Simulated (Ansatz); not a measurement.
# MoS2 under changes of volume

One of the cells (31.721 Å³/atom); the others are scaled copies at fixed shape and fractional positions:

```
CELL_PARAMETERS angstrom
3.18454 0.00000 0.00000
-1.59227 2.75789 0.00000
0.00000 0.00000 21.67053
ATOMIC_POSITIONS crystal
Mo 0.33333 0.66667 0.85116
Mo 0.66667 0.33333 0.14884
S 0.66667 0.33333 0.77963
S 0.33333 0.66667 0.07725
S 0.66667 0.33333 0.92275
S 0.33333 0.66667 0.22037
```

* Program: Ansatz 0.2.0
* Functional: RPBE
* Dispersion: D3(BJ)
* Potentials or basis: Ansatz PAW
* Cutoff: 420 eV (not typed: the program's choice for these potentials)
* k mesh: 10 × 10 × 2
* Occupations: fermi-dirac, width 0.05 eV
* Spin: no spin polarisation

| volume (Å³/atom) | energy over the lowest point (meV/atom) | gap on the mesh (eV) | largest force (eV/Å) |
| --- | --- | --- | --- |
| 29.817 | 0.00 | 1.49 | 0.751 |
| 30.452 | 14.03 | 1.46 | 0.343 |
| 31.086 | ? | ? | ? |
| 31.721 | 62.30 | 1.40 | 0.498 |
| 32.355 | 95.08 | 1.37 | 0.817 |
| 32.990 | 132.78 | 1.34 | 1.112 |
| 33.624 | 174.83 | 1.31 | 1.386 |

Problem. What does the run at 31.086 Å³/atom give?

Solution. Energy over the lowest point 35.05 meV/atom; gap on the mesh 1.43 eV; largest force 0.153 eV/Å.

Worked out: A Birch-Murnaghan fit of order 3 (a polynomial in V^(-2/3)) to the other rows has its minimum at 29.05 Å³/atom, just outside them, with B0 = V·E''(V) = 105 GPa and B' = 4.4 at fixed shape and positions, which overstates the stiffness. It gives 35.04 meV/atom at 31.086 Å³/atom, against the run's 35.05. A straight line through the other rows of the gap, of slope -1.5 eV per unit of ln V, gives 1.43 eV, against the run's 1.43.

Energies are extrapolated to zero smearing.

Caveats: the PAW data sets come from PBE, with cores solved anew for the run's functional, which leaves a small shift of forces and pressure.

A mesh can miss the band edges. Spin-orbit coupling on Mo is left out.
